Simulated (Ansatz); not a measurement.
## TiAl in Ansatz: the effect of functional

TiAl:

```
Ti Al
1.0
     2.90499    0.00000    0.00000
    -1.45250    2.51580    0.00000
     0.00000    0.00000    4.73964
Ti Al
1 1
Direct
  0.00000 0.00000 0.00000
  0.33333 0.66667 0.50000
```

The cell comes from a database or a generator and needn't be the stable form of this composition.

The cell isn't the ideal one: volume scaled by 1.04.

Alike in all runs:

```yaml
Program: Ansatz 0.2.0
Task: single point
Potentials_or_basis: Ansatz PAW
k_mesh: 11 × 11 × 6
Occupations: fermi-dirac, width 0.05 eV
Spin: no spin polarisation
```

```tsv
functional	cutoff	pressure (GPa)
LDA	420 eV (not typed: the program's choice for these potentials)	?
PBEsol	420 eV (not typed: the program's choice for these potentials)	-6.5
r2SCAN	500 eV (not typed: the program's choice for these potentials)	-5.1
```

Problem. What does the run with functional LDA give?

Solution. Pressure -9.5 GPa.

Caveats: the PAW data sets come from PBE, with cores solved anew for the run's functional, which leaves a small shift of forces and pressure.
